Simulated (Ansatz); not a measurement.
**A faulty run on (110) antiphase boundary in TiNi (600 atoms)**

Program: Ansatz 0.2.0. The cell: 300 Ni and 300 Ti.

input.yaml reads:

```yaml
crystal:
  lattice:
    - [15.075, 0.0, 0.0]
    - [0.0, 21.31927, 0.0]
    - [0.0, 0.0, 25.58312]
  atoms:
    - { symbol: Ni, position: [0.9999, 0.99994, 0.99911], spin: 0.7 }
    - { symbol: Ti, position: [0.10014, 0.00189, 0.08486] }
    - { symbol: Ni, position: [0.20044, 0.99925, 0.00065], spin: 0.7 }
    - { symbol: Ti, position: [0.29935, 0.99968, 0.08434] }
    - { symbol: Ni, position: [0.40087, 0.99923, 0.00096], spin: 0.7 }
    - { symbol: Ti, position: [0.49831, 0.99948, 0.08384] }
    - { symbol: Ni, position: [0.60118, 0.00083, 0.99932], spin: 0.7 }
    - { symbol: Ti, position: [0.69991, 0.00128, 0.08373] }
    - { symbol: Ni, position: [0.79945, 0.99909, 0.00127], spin: 0.7 }
    - { symbol: Ti, position: [0.90143, 0.99943, 0.08413] }
    - { symbol: Ni, position: [0.00075, 0.19992, 0.9998], spin: 0.7 }
    - { symbol: Ti, position: [0.10006, 0.1986, 0.0834] }
    - { symbol: Ni, position: [0.19921, 0.20066, 0.99983], spin: 0.7 }
    - { symbol: Ti, position: [0.29968, 0.20005, 0.08385] }
    - { symbol: Ni, position: [0.4012, 0.20154, 4.0e-05], spin: 0.7 }
    - { symbol: Ti, position: [0.49803, 0.20198, 0.08127] }
    - { symbol: Ni, position: [0.59808, 0.20077, 0.00059], spin: 0.7 }
    - { symbol: Ti, position: [0.69837, 0.20073, 0.08381] }
    [... 576 atom lines left out ...]
    - { symbol: Ti, position: [0.40135, 0.90129, 0.91593] }
    - { symbol: Ni, position: [0.50024, 0.90053, 0.50006], spin: 0.7 }
    - { symbol: Ti, position: [0.59795, 0.90034, 0.91788] }
    - { symbol: Ni, position: [0.70007, 0.90087, 0.49932], spin: 0.7 }
    - { symbol: Ti, position: [0.80072, 0.89917, 0.91763] }
    - { symbol: Ni, position: [0.89872, 0.90014, 0.49995], spin: 0.7 }
magnetization:
  spin_polarized: true
kpoints:
  mp_grid: { grid: [1, 1, 1] }
hamiltonian:
  xc: pbe
scf:
  occupations: { method: fermi_dirac, width: 0.1 }
  eigensolver: { kind: { support_functions: { accuracy: low, radius: "4 eV" } } }
  max_iter: 75
  lower_state_search: "off"
output:
  forces: true
```

Started as:

```sh
> ansatz run input.yaml --threads 32 --pin off --max-ram 143360MiB --backend cuda --events-out ev --progress --plain --runs-dir out
```

Log:

```text
Error: YAML parse error: error: line 615 column 70: expected [length], got [energy] (`eV`)
   --> <input>:615:66
    |
613 | …
614 | …upations: { method: fermi_dirac, width: 0.1 }
615 | …ensolver: { kind: { support_functions: { accuracy: low, radius: "4 eV" } } }
    |                                                                  ^ expected [length], got [energy] (`eV`)
616 | …_iter: 75
617 | …er_state_search: "off"
    |
```

The job ended after 0.03 s (32 threads of Arm Neoverse V2, shared host; peak memory 0.018 GiB).

**Question.** What is wrong with this input, and how is it mended?

A radius in the wrong unit: support_functions.accuracy = "low" and support_functions.radius = "4 eV".

The fix is to give the radius as a length.

The program refused it before any cycle.

[Logs are printed without paths, hosts, clocks, repeated set-up lines and the standing remarks that a program may print on its own settings, such as how far it seeks lower states.]

[Hosts, paths, dates, database ids (printed as entryN), source tags and the programs' standing remarks are cut or masked in the printed files.]
